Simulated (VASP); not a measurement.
Wanted: the native input for a VASP 6.6.1 run.

```
Task                      : relaxation of the atoms
Functional                : BEEF-vdW
Potentials or basis       : VASP PAW PBE potentials, release 54 (Zn, O)
Cutoff                    : 500 eV
k mesh                    : 9 × 9 × 4
Occupations               : gaussian, width 0.05 eV
Spin                      : no spin polarisation
Atoms held fixed (from 0) : [0]
Further INCAR settings    : ALGO = Fast; EDIFF = 1e-07; IBRION = 2; EDIFFG = -0.01; NSW = 40
```

The structure of ZnO lies in POSCAR:

```
ZnO
1.0
    3.3312348463      0.0000000000      0.0000000000
   -1.6656174231      2.8849340028      0.0000000000
    0.0000000000      0.0000000000      7.2242737071
Zn O
2 2
Selective dynamics
Direct
    0.0000000000      0.0000000000      0.2500000000  F F F
    0.0000000000      0.0000000000      0.7500000000  T T T
    0.6666666667      0.3333333333      0.7500000000  T T T
    0.3333333333      0.6666666667      0.2500000000  T T T
```

Measurements of this composition are mostly on another form, of space group No. 186.

The cell isn't the ideal one: volume scaled by 1.04.

The input as run:

INCAR

```
SYSTEM = ZnO
PREC = Accurate
ENCUT = 500
EDIFF = 1E-7
ISMEAR = 0
SIGMA = 0.05
LREAL = .False.
LASPH = .True.
NELM = 100
ALGO = Fast
ISIF = 2
LWAVE = .False.
LCHARG = .False.
GGA = BF
LUSE_VDW = .True.
ZAB_VDW = -1.8867
IBRION = 2
NSW = 40
EDIFFG = -0.01
```

KPOINTS

```
regular mesh
0
Gamma
  9 9 4
  0 0 0
```

Potentials or basis: VASP PAW PBE potentials, release 54 (Zn, O).

Run with:

```sh
$ cat potpaw_PBE.54/Zn/POTCAR potpaw_PBE.54/O/POTCAR > POTCAR
$ mpirun -np 1 vasp_std > vasp.out
```

Results of the run:

- Pressure after relaxing: -1.7 GPa
- Band gap on the k mesh: 1.02 eV, direct

Caveat: the relaxation stopped at its first step, so nothing moved; the PAW data sets were made with another functional, which shifts forces and pressure a little; an odd mesh through Γ misses points on the zone boundary, where band edges often lie.

Wall time 100 s on 1 thread of Intel(R) Xeon(R) Platinum 8259CL CPU @ 2.50GHz (Skylake/Cascade Lake) (shared host), peak memory 0.4 GiB.
